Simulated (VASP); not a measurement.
Pt:

```
Pt
1.0
     2.77167    0.00000    0.00000
    -1.38583    2.40033    0.00000
     0.00000    0.00000    4.52706
Pt
2
Direct
  0.33333 0.66667 0.75000
  0.66667 0.33333 0.25000
```

The cell was built by a generator and needn't be a form met in nature.

* Program: VASP 6.6.1
* Task: relaxation of cell and atoms
* Functional: PBE
* Potentials or basis: VASP PAW PBE potentials, release 64 (Pt)
* Cutoff: 600 eV
* k mesh: 18 × 18 × 10
* Occupations: gaussian, width 0.05 eV
* Spin: no spin polarisation

At the start: pressure 11.6 GPa; volume 15.06 Å³/atom.

Q: Where does the relaxation end?

A: Over 10 steps the energy falls by 41.1 meV/atom and the volume is 15.73 Å³/atom (+4.4 %); space group P6_3/mmc (No. 194, to 0.05 Å).

Step by step:
```
step  energy change (eV)  largest force (eV/Å)  pressure (GPa)  volume (Å³)
   1              0.0000                0.0000           11.60        30.12
   2              0.1836                0.0000          -20.10        35.11
   3             -0.0573                0.0000           -1.76        31.64
   4             -0.0573                0.0000           -1.36        31.58
   5             -0.0801                0.0000           -0.39        31.47
   6             -0.0822                0.0000            0.13        31.43
   7             -0.0823                0.0000            0.23        31.42
   8             -0.0823                0.0000            0.19        31.43
   9             -0.0822                0.0000           -0.41        31.50
  10             -0.0823                0.0000           -0.01        31.45
```

Final structure:
```xyz
2
Lattice="2.7575 0.0000 0.0000 -1.3787 2.3881 0.0000 0.0000 0.0000 4.7764" Properties=species:S:1:pos:R:3 pbc="T T T"
Pt    0.0000    1.5920    3.5823
Pt    1.3787    0.7960    1.1941
```
